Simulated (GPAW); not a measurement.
Records of electronic-structure calculations.

## HfS2: G0W0 with GPAW, start to end

The cell holds 3 atoms: 1 Hf and 2 S. Its edges and angles: a = 3.640 Å, b = 3.640 Å, c = 13.900 Å, α = 90.0°, β = 90.0°, γ = 120.0°. It derives from HfS2. Vacuum lies along c.

```xyz
3
Lattice="3.6397 0.0000 0.0000 -1.8198 3.1520 0.0000 0.0000 0.0000 13.9000" Properties=species:S:1:pos:R:3
Hf    0.0000    0.0000    6.9500
S     1.8198    1.0507    5.5206
S     0.0000    2.1014    8.3794
```

- method: DFT, PBE, plane waves, PAW (and 1 further level or step)
- program: GPAW 26.7.0
- settings: cutoff 450 eV, GPAW PAW setups 1.2.1 data release, 9×9×1 k-mesh, nbands 269
- cost: 4 runs, 4.7 min in all on 4 MPI ranks of Arm Neoverse V1, shared host
- notes: The cell and positions are those that the Materials Project relaxed with its own functionals (PBE, PBE+U or r2SCAN), kept fixed. Limits: no spin-orbit coupling.
- PBE gap: 1.35 eV, indirect
- G0W0 gap on the mesh: 2.72 eV
- GW settings: 9×9×1 mesh, 120 bands, screening to 48 eV, full frequency, Hilbert transform
- known limits: short of the basis limit; no spin-orbit coupling

G0W0 moves the gap on the mesh from 1.36 eV to 2.72 eV (+1.36 eV), with Z of 0.75 and 0.76 at the edges. Bands and cutoff are finite, so the gap stands short of the basis limit, usually by up to a few tenths of an eV; the mesh is an error of its own.

[Long decimals in the printed logs are rounded to 6 places.]

[Logs are printed without paths, hosts, clocks, repeated set-up lines and the standing remarks that a program may print on its own settings, such as how far it seeks lower states.]

[Paths, hosts, dates, memory and timing lines, banners, echoed tables and standing remarks are left out of the program output; an Ansatz launch command may be rebuilt from the run's recorded settings. Measured values are a selection of at most five: reports struck by readers or far from the other reports are left out. None is set beside runs whose start may be inverted or whose files or cutoffs have a known fault.]

[Runs of the session that timed out or met a known fault of the program may be left out.]

[Hosts, paths, dates, database ids (printed as entryN), source tags and the programs' standing remarks are cut or masked in the printed files.]

[Where the starting crystal was built by hand or by swapping elements, it need not be the compound's stable phase.]
